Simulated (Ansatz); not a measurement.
PbO (CsCl type), 2 atoms and 20 valence electrons in a cell of about 32 Å³, was run 12 times in the plane-wave code Ansatz, each time on 2 threads of Arm Neoverse N1 (shared host). The times are single readings and vary with the host's load.

| run | k mesh | irreducible k | cutoff (eV) | plane waves | bands | SCF iterations | wall time | peak host memory (GiB) |
| --- | --- | --- | --- | --- | --- | --- | --- | --- |
| relaxation, PBE | 8×8×8 | 35 | 420 | 619 | 14 | 93 | ? | ? |
| relaxation, r2SCAN | 8×8×8 | 35 | 500 | 799 | 14 | 33 | ? | ? |
| bands, PBE | 8×8×8 | 35 | 420 | 619 | 14 | 6 | 1.7 s | 0.28 |
| single point, r2SCAN | 8×8×8 | 35 | 500 | 799 | 14 | 7 | ? | ? |
| single point, HSE06 | 6×6×6 | 20 | 420 | 619 | 14 | 14 | 72 s | 1.1 |
| single point, PBE+SOC | 8×8×8 | 35 | 420 | 619 | 28 | 7 | ? | ? |
| single point, PBE0 | 6×6×6 | 20 | 420 | 619 | 14 | 13 | 30 s | 1.1 |
| single point, LDA | 8×8×8 | 35 | 420 | 619 | 14 | 6 | ? | ? |
| relaxation, PBEsol | 8×8×8 | 35 | 420 | 619 | 14 | 51 | ? | ? |
| relaxation, LDA | 8×8×8 | 35 | 420 | 619 | 14 | 50 | 6.8 s | 0.29 |
| single point, HSE06+SOC | 4×4×4 | 10 | 420 | 619 | 28 | 18 | 110 s | 0.87 |
| relaxation, HSE06 | 6×6×6 | 20 | 420 | 619 | 14 | 71 | 2.5 min | 1.2 |

Problem. What time and memory did the runs marked ? need?

Solution.
```json
{"run": "relaxation, PBEsol", "wall time": "7.4 s", "peak host memory (GiB)": "0.3"}
{"run": "relaxation, PBE", "wall time": "12 s", "peak host memory (GiB)": "0.29"}
{"run": "relaxation, r2SCAN", "wall time": "9.9 s", "peak host memory (GiB)": "0.36"}
{"run": "single point, LDA", "wall time": "1.4 s", "peak host memory (GiB)": "0.27"}
{"run": "single point, r2SCAN", "wall time": "2.9 s", "peak host memory (GiB)": "0.34"}
{"run": "single point, PBE+SOC", "wall time": "7 s", "peak host memory (GiB)": "0.41"}
```

Only the levels marked +SOC include spin-orbit coupling.
